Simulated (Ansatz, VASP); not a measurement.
## Two plane-wave programs on HfO2

File POSCAR:

```
HfO2
1.0
    0.0000000000      2.5575000000      2.5575000000
    2.5575000000      0.0000000000      2.5575000000
    2.5575000000      2.5575000000      0.0000000000
Hf O
1 2
Direct
    0.0000000000      0.0000000000      0.0000000000
    0.7500000000      0.7500000000      0.7500000000
    0.2500000000      0.2500000000      0.2500000000
```

The input INCAR.step1:

```
PREC     = Accurate       # precision mode
ENCUT    = 520            # plane-wave cutoff, eV
ISMEAR   = -1             # smearing method
SIGMA    = 0.05           # smearing width, eV
LREAL    = False          # projectors in reciprocal space
LASPH    = True           # aspherical terms in the spheres
NELM     = 80             # most SCF steps
NBANDS   = 18             # bands
GGA      = PE             # functional
ALGO     = Normal         # electronic algorithm
EDIFF    = 1E-4           # SCF threshold, eV
LWAVE    = True           # write WAVECAR
LCHARG   = False          # write CHGCAR
```

The input INCAR.step2:

```
PREC     = Accurate       # precision mode
ENCUT    = 520            # plane-wave cutoff, eV
EDIFF    = 1E-6           # SCF threshold, eV
ISMEAR   = -1             # smearing method
SIGMA    = 0.05           # smearing width, eV
LREAL    = False          # projectors in reciprocal space
LASPH    = True           # aspherical terms in the spheres
NELM     = 80             # most SCF steps
ALGO     = Normal         # electronic algorithm
ISIF     = 2              # what is computed and relaxed
LWAVE    = False          # write WAVECAR
LCHARG   = False          # write CHGCAR
METAGGA  = R2SCAN         # meta-GGA
LMIXTAU  = True         
NBANDS   = 18             # bands
ISTART   = 1
```

File KPOINTS:

```
regular mesh
0
Gamma
  9 9 9
```

input.yaml

```yaml
crystal:
  lattice:
    - [0.0, 2.5575, 2.5575]
    - [2.5575, 0.0, 2.5575]
    - [2.5575, 2.5575, 0.0]
  atoms:
    - { symbol: Hf, position: [0.0, 0.0, 0.0] }
    - { symbol: O, position: [0.75, 0.75, 0.75] }
    - { symbol: O, position: [0.25, 0.25, 0.25] }
hamiltonian:
  xc: r2scan
  pseudopotentials: { kind: paw }
kpoints:
  mp_grid: { grid: [9, 9, 9] }
scf:
  occupations: { method: fermi_dirac, width: 0.05 }
output:
  forces: true
  stress: true
  eigenvalues: true
```

Measurements of this composition are mostly on another form, of space group No. 14.

Alike in both runs: task single point; functional r2SCAN; k mesh 9 × 9 × 9; occupations fermi-dirac, width 0.05 eV; no spin polarisation.

```csv
,VASP,Ansatz
version,VASP 6.6.1,Ansatz 0.2.0
potentials or method,"VASP PAW PBE potentials, release 64 (Hf_pv, O)",Ansatz PAW
plane-wave cutoff (eV),520,500
valence electrons in the cell,22,38
```

Ansatz gave:

```
gap on the k mesh at the Fermi level (eV) : 4.32
least direct gap on the mesh (eV)         : 4.43
pressure (GPa)                            : -8.4
```

Question: Estimate VASP's values.

Answer: gap on the k mesh at the Fermi level (eV): 4.33; least direct gap on the mesh (eV): 4.43; pressure (GPa): -12.0.

The functional is the same, so the differences come from potentials, cutoffs and numerics. The two sets of potentials don't hold the same shells in valence.

Caveats: spin-orbit coupling is left out, which moves the levels of the heavy elements; the PAW data sets were made with another functional, which shifts forces and pressure a little (VASP); an odd mesh through Γ misses points on the zone boundary, where band edges often lie (VASP); odd divisions of the mesh miss points on the zone boundary, where band edges often lie, so the gap on the mesh can be too wide (Ansatz); the PAW data sets come from PBE, with cores solved anew for the run's functional, which leaves a small shift of forces and pressure (Ansatz). r2SCAN opens gaps a little over a GGA but as a rule still falls short of measured ones.
